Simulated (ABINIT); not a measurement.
The system is NaI.

```
I Na
1.0
     0.00000    3.23640    3.23640
     3.23640    0.00000    3.23640
     3.23640    3.23640    0.00000
I Na
1 1
Direct
  0.50000 0.50000 0.50000
  0.00000 0.00000 0.00000
```

Base run:

```yaml
Program: ABINIT 10.8.3 (patched build)
Functional: PBE0
Potentials_or_basis: SPMS NC PBE v1.0
Cutoff: 599 eV
k_mesh: 6 × 6 × 6
Occupations: fermi-dirac, width 0.05 eV
Spin: no spin polarisation
```

Its results: band gap on the k mesh 3.96 eV, direct.

Task: The run is repeated on the same cell with these changes: share of exact exchange from 0.05 to 0.15. What comes out?

Result: Band gap on the k mesh 4.64 eV, direct.

Caveats: exact exchange is summed on a coarse mesh, which widens gaps by tenths of an eV; spin-orbit coupling is left out, which moves the levels of the heavy elements.

